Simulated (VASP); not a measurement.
# Si (Fd-3m) in VASP: further runs

Runs on Si. Level: PBE. Tasks: single point.

Program: VASP 6.6.1. These are calculated values, not measurements. Logs are shortened: lines on timing, memory, paths and dates and some standing lists are left out, and cuts for length are marked.

## (1) The undisturbed crystal

The structure is cubic, space group Fd-3m (No. 227). Conventional cell: a = 5.444 Å, b = 5.444 Å, c = 5.444 Å, α = 90.00°, β = 90.00°, γ = 90.00°. Si (site symmetry -43m) has 4 Si at 2.36 Å as nearest neighbours.

## (2) Single point, PBE (grid = ENCUT=500 dk=0.45 cell=3x3x2 ISMEAR=0 SIGMA=0.05 LREAL=Auto EDIFF=1e-06)

INCAR

```
SYSTEM = Si
  PREC = Accurate
  ENCUT = 500
  EDIFF = 1E-6
  ISMEAR = 0
  SIGMA = 0.05
  LREAL = Auto
  LASPH = .True.
  NELM = 120
  ALGO = Fast
  ISIF = 2
  LWAVE = .False.
  LCHARG = .False.
  GGA = PE
  NBANDS = 84
```

KPOINTS

```
Automatic mesh
0
Gamma
  2 2 3
  0 0 0
```

POSCAR

```
Si
1.0
    0.0000000000      8.1655535595      8.1655535595
    8.1655535595      0.0000000000      8.1655535595
    5.4437023730      5.4437023730      0.0000000000
Si
36
Direct
    0.1666666667      0.1666666667      0.2500000000
    0.1666666667      0.1666666667      0.7500000000
    0.1666666667      0.5000000000      0.2500000000
    0.1666666667      0.5000000000      0.7500000000
    0.1666666667      0.8333333333      0.2500000000
    0.1666666667      0.8333333333      0.7500000000
    0.5000000000      0.1666666667      0.2500000000
    0.5000000000      0.1666666667      0.7500000000
    0.5000000000      0.5000000000      0.2500000000
    0.5000000000      0.5000000000      0.7500000000
    0.5000000000      0.8333333333      0.2500000000
    0.5000000000      0.8333333333      0.7500000000
    0.8333333333      0.1666666667      0.2500000000
    0.8333333333      0.1666666667      0.7500000000
    0.8333333333      0.5000000000      0.2500000000
    0.8333333333      0.5000000000      0.7500000000
    0.8333333333      0.8333333333      0.2500000000
    0.8333333333      0.8333333333      0.7500000000
    0.2500000000      0.2500000000      0.3750000000
    0.2500000000      0.2500000000      0.8750000000
    0.2500000000      0.5833333333      0.3750000000
    0.2500000000      0.5833333333      0.8750000000
    0.2500000000      0.9166666667      0.3750000000
    0.2500000000      0.9166666667      0.8750000000
    0.5833333333      0.2500000000      0.3750000000
    0.5833333333      0.2500000000      0.8750000000
    0.5833333333      0.5833333333      0.3750000000
    0.5833333333      0.5833333333      0.8750000000
    0.5833333333      0.9166666667      0.3750000000
    0.5833333333      0.9166666667      0.8750000000
    0.9166666667      0.2500000000      0.3750000000
    0.9166666667      0.2500000000      0.8750000000
    0.9166666667      0.5833333333      0.3750000000
    0.9166666667      0.5833333333      0.8750000000
    0.9166666667      0.9166666667      0.3750000000
    0.9166666667      0.9166666667      0.8750000000
```

Potentials or basis: VASP PAW PBE potentials, release 64 (Si).

Command:

```bash
cat potpaw_PBE.64/Si/POTCAR > POTCAR
mpirun -np 1 vasp_std > vasp.out
```

OUTCAR:

```text
SYSTEM = Si
   PREC = Accurate
   ENCUT = 500
   EDIFF = 1E-6
   ISMEAR = 0
   LREAL = Auto
   LASPH = .True.
   NELM = 120
   ISIF = 2
   GGA = PE

 Found      6 irreducible k-points:

 Following reciprocal coordinates:
            Coordinates               Weight
  0.000000  0.000000  0.000000      1.000000
  0.500000  0.000000  0.000000      2.000000
  0.500000  0.500000  0.000000      1.000000
  0.000000  0.000000  0.333333      2.000000
  0.500000  0.000000  0.333333      4.000000
  0.500000  0.500000  0.333333      2.000000
   k-points           NKPTS =      6   k-points in BZ     NKDIM =      6   number of bands    NBANDS=     84
   number of dos      NEDOS =    301   number of ions     NIONS =     36
   total plane-waves  NPLWV = 395136
   dimension x,y,z NGX =    84 NGY =   84 NGZ =   56
   dimension x,y,z NGXF=   168 NGYF=  168 NGZF=  112
   ions per type =              36
   NGX,Y,Z   is equivalent  to a cutoff of  12.09, 12.09, 12.09 a.u.
   NGXF,Y,Z  is equivalent  to a cutoff of  24.19, 24.19, 24.19 a.u.
 SYSTEM =  Si
   PREC   = accura    normal or accurate (medium, high low for compatibility)
   ISTART =      0    job   : 0-new  1-cont  2-samecut
   ICHARG =      2    charge: 1-file 2-atom 10-const
   ISPIN  =      1    spin polarized calculation?
   LNONCOLLINEAR =      F non collinear calculations
   LSORBIT =      F    spin-orbit coupling
   LASPH  =      T    aspherical Exc in radial PAW
   ENCUT  =  500.0 eV  36.75 Ry    6.06 a.u.  21.05 21.05 14.04*2*pi/ulx,y,z
   NELM   =    120;   NELMIN=  2; NELMDL= -5     # of ELM steps
   EDIFF  = 0.1E-05   stopping-criterion for ELM
   LREAL  =      T    real-space projection
   EDIFFG = 0.1E-04   stopping-criterion for IOM
   NSW    =      0    number of steps for IOM
   IBRION =     -1    ionic relax: 0-MD 1-quasi-New 2-CG
   NFREE  =      0    steps in history (QN), initial steepest desc. (CG)
   ISIF   =      2    stress and relaxation
   ISYM   =      2    0-nonsym 1-usesym 2-fastsym
   POTIM  = 0.5000    time-step for ionic-motion
   TEBEG  =    0.0;   TEEND  =   0.0 temperature during run
   PSTRESS=    0.0 pullay stress
   NELECT =     144.0000    total number of electrons
   NUPDOWN=      -1.0000    fix difference up-down
   EMIN   =  10.00;   EMAX   =-10.00  energy-range for DOS
   EFERMI =   0.00;   METHOD = LEGACY
   ISMEAR =     0;   SIGMA  =   0.05  broadening in eV -4-tet -1-fermi 0-gaus
   EFERMI_NEDOS =   21; number of points for ismear=-14 and -15
   IALGO  =     68    algorithm
   IMIX   =      4    mixing-type and parameters
     AMIX     =   0.40;   BMIX     =  1.00
     AMIX_MAG =   1.60;   BMIX_MAG =  1.00
  volume/ion in A,a.u.               =      20.16       136.08
  Fermi-wavevector in a.u.,A,eV,Ry     =   0.954766  1.804247 12.402783  0.911579
  Thomas-Fermi vector in A             =   2.083543
   LORBIT       =      0    0 simple, 1 ext, 2 COOP (PROOUT), +10 PAW based schemes
   GGA     = PE    functional components
   LHFCALC =     F    Hartree Fock is set to
   AEXX    =    0.0000 exact exchange contribution
   IVDW    =     0    specifies the selected vdW correction
   LEPSILON=     F    determine dielectric tensor
   LRPA    =     F    only Hartree local field effects (RPA)
 non-spin polarized calculation
 RMM-DIIS sequential band-by-band and
 Gauss-broadening in eV      SIGMA  =   0.05
  energy-cutoff  :      500.00
  volume of cell :      725.93
 maximum number of plane-waves:     18452
   NGX = 43   NGY = 43   NGZ = 29

 number of electron     144.0000009 magnetization

 Free energy of the ion-electron system (eV)
  ---------------------------------------------------
  ext. energy  EPLUGINS =         0.00000000
  ---------------------------------------------------
  free energy    TOTEN  =      -194.84536832 eV

  energy without entropy =     -194.84536832  energy(sigma->0) =     -194.84536832

 E-fermi :   6.0159     XC(G=0):  -9.3761

 val. band max:        5.7616797947   @ k =   0.0000   0.0000   0.0000
 cond. band min:       6.4833977807   @ k =   0.5000   0.5000   0.0000
 fundamental gap:      0.7217179860
 Fermi energy:         6.0158673519

 k-point     1 :       0.0000    0.0000    0.0000
  band No.  band energies     occupation
      1      -6.1484      2.00000
      2      -4.7805      2.00000
      3      -4.7805      2.00000
      4      -4.7805      2.00000
      5      -4.7805      2.00000
      6      -4.2556      2.00000
[... 76 lines left out ...]
     83       7.5012      0.00000
     84       7.5016      0.00000

 k-point     2 :       0.5000    0.0000    0.0000
  band No.  band energies     occupation
      1      -5.7893      2.00000
      2      -5.7893      2.00000
      3      -4.8570      2.00000
      4      -4.8570      2.00000
      5      -4.0566      2.00000
      6      -4.0566      2.00000
[... 76 lines left out ...]
     83       7.8262      0.00000
     84       8.1112      0.00000

 k-point     3 :       0.5000    0.5000    0.0000
  band No.  band energies     occupation
      1      -5.6671      2.00000
      2      -5.6671      2.00000
      3      -5.2048      2.00000
      4      -5.2048      2.00000
      5      -4.0566      2.00000
      6      -4.0566      2.00000
[... 76 lines left out ...]
     83       7.8013      0.00000
     84       7.8015      0.00000

 k-point     4 :       0.0000    0.0000    0.3333
  band No.  band energies     occupation
      1      -5.7893      2.00000
      2      -4.8570      2.00000
      3      -4.8570      2.00000
      4      -4.8570      2.00000
      5      -4.7805      2.00000
      6      -4.7805      2.00000
[... 76 lines left out ...]
     83       7.7276      0.00000
     84       7.7438      0.00000

 k-point     5 :       0.5000    0.0000    0.3333
  band No.  band energies     occupation
      1      -5.6671      2.00000
      2      -5.2048      2.00000
      3      -5.2048      2.00000
      4      -4.8570      2.00000
      5      -4.8570      2.00000
      6      -4.0566      2.00000
[... 76 lines left out ...]
     83       8.5125      0.00000
     84       8.5703      0.00000

 k-point     6 :       0.5000    0.5000    0.3333
  band No.  band energies     occupation
      1      -5.7893      2.00000
      2      -5.2048      2.00000
      3      -4.8570      2.00000
      4      -4.8570      2.00000
      5      -4.8570      2.00000
      6      -4.0566      2.00000
[... 76 lines left out ...]
     83       8.5254      0.00000
     84       8.5623      0.00000

------------------------ aborting loop because EDIFF is reached ----------------------------------------

  FORCE on cell =-STRESS in cart. coord.  units (eV):
  Direction    XX          YY          ZZ          XY          YZ          ZX
  --------------------------------------------------------------------------------------
  -------------------------------------------------------------------------------------
  Total        6.0434264      6.0434264      6.0434966      0.0000359      0.0000351      0.0000351
  in kB       13.3382295     13.3382295     13.3383846      0.0000793      0.0000774      0.0000774
  external PRESSURE =      13.3382812 kB  Pullay stress =       0.0000000 kB

 VOLUME and BASIS-vectors are now :
 -----------------------------------------------------------------------------
  energy-cutoff  :      500.00
  volume of cell :      725.93
      direct lattice vectors                 reciprocal lattice vectors
     0.000000000  8.165553559  8.165553559    -0.061232836  0.061232836  0.061232836
     8.165553559  0.000000000  8.165553559     0.061232836 -0.061232836  0.061232836
     5.443702373  5.443702373  0.000000000     0.091849254  0.091849254 -0.091849254

 POSITION                                       TOTAL-FORCE (eV/Angst)
 -----------------------------------------------------------------------------------
      2.72185      2.72185      2.72185         0.000001      0.000001      0.000000
      5.44370      5.44370      2.72185         0.000001      0.000001      0.000000
      5.44370      2.72185      5.44370         0.000001      0.000001      0.000000
      8.16555      5.44370      5.44370         0.000001      0.000001      0.000000
      8.16555      2.72185      8.16555         0.000001      0.000001      0.000000
     10.88740      5.44370      8.16555         0.000001      0.000001      0.000000
[... 28 lines left out ...]
      9.52648      9.52648     14.97018        -0.000001     -0.000001     -0.000000
     12.24833     12.24833     14.97018        -0.000001     -0.000001     -0.000000
 -----------------------------------------------------------------------------------
    total drift:                                0.000000      0.000000      0.000001

  FREE ENERGIE OF THE ION-ELECTRON SYSTEM (eV)
  ---------------------------------------------------
  free  energy   TOTEN  =      -194.8453683187 eV

  energy  without entropy=     -194.8453683187  energy(sigma->0) =     -194.84536832
```

stdout:

```text
POSCAR found type information on POSCAR Si
 POSCAR found :  1 types and      36 ions
 scaLAPACK will be used
 LDA part: xc-table for (Slater+PW92), standard interpolation
 -----------------------------------------------------------------------------
|                                                                             |
|           W    W    AA    RRRRR   N    N  II  N    N   GGGG   !!!           |
|           W    W   A  A   R    R  NN   N  II  NN   N  G    G  !!!           |
|           W    W  A    A  R    R  N N  N  II  N N  N  G       !!!           |
|           W WW W  AAAAAA  RRRRR   N  N N  II  N  N N  G  GGG   !            |
|           WW  WW  A    A  R   R   N   NN  II  N   NN  G    G                |
|           W    W  A    A  R    R  N    N  II  N    N   GGGG   !!!           |
|                                                                             |
|     Your reciprocal lattice and k-lattice belong to different lattice       |
|     classes:                                                                |
|                                                                             |
|        The reciprocal lattice is base-centered monoclinic,                  |
|        whereas your k-lattice is body-centered cubic.                       |
|                                                                             |
|     Results are often still useful ...                                      |
|                                                                             |
 -----------------------------------------------------------------------------

 POSCAR, INCAR and KPOINTS ok, starting setup
 FFT: planning ... GRIDC
 FFT: planning ... GRID_SOFT
 FFT: planning ... GRID
 WAVECAR not read
 entering main loop
```

Run time: 6.9 min. Hardware: 1 thread of Intel Xeon 6975P-C (Granite Rapids), shared host; peak memory 0.86 GiB.

The run converged, but some of its settings lie outside the range that counts as converged, so its numbers aren't taken as properties of the crystal.

What came out:

| Property | Result |
| --- | --- |
| Free energy | -194.8454 eV |
| Pressure | 1.3 GPa |
| Band gap on the k mesh | 0.72 eV |

Caveat: an odd mesh through Γ misses points on the zone boundary, where band edges often lie.

## (3) Single point, PBE (grid = ENCUT=600 dk=0.35 cell=3x3x2 ISMEAR=0 SIGMA=0.05 LREAL=Auto EDIFF=1e-06)

INCAR

```
ALGO = Fast ; EDIFF = 1E-6
ENCUT = 600 ; GGA = PE
ISIF = 2 ; ISMEAR = 0
LASPH = T ; LCHARG = F
LREAL = Auto ; LWAVE = F
NBANDS = 84 ; NELM = 120
PREC = Accurate ; SIGMA = 0.05
```

KPOINTS

```
k-points
0
Gamma
  2 2 3
```

POSCAR, as its differences from that of step 2:

```diff
@@ -1,2 +1,2 @@
-Si
+Si35C
 1.0
@@ -5,4 +5,4 @@
     5.4437023730      5.4437023730      0.0000000000
-Si
-36
+C Si
+1 35
 Direct
```

Potentials or basis: VASP PAW PBE potentials, release 64 (C, Si).

Command:

```bash
cat potpaw_PBE.64/C/POTCAR potpaw_PBE.64/Si/POTCAR > POTCAR
mpirun -np 1 vasp_std > vasp.out
```

Run time: 12 min. Hardware: 1 thread of Intel Xeon Platinum 8488C (Sapphire Rapids), shared host; peak memory 1.2 GiB.

The run converged, but some of its settings lie outside the range that counts as converged, so its numbers aren't taken as properties of the crystal.

Results:

```
Free energy            : -195.3060 eV
Pressure               : -0.7 GPa
Largest force          : 2.318 eV/Å
Band gap on the k mesh : 0.45 eV, direct
```

## (4) For comparison

An earlier run on the cell as given: functional PBE; potentials or basis VASP PAW PBE potentials, release 64 (Si); cutoff 520 eV; k mesh 8 × 8 × 8; occupations fermi-dirac, width 0.05 eV; no spin polarisation.

- Pressure: 1.3 GPa
- Band gap on the k mesh: 0.63 eV, indirect (least direct gap 2.56 eV)
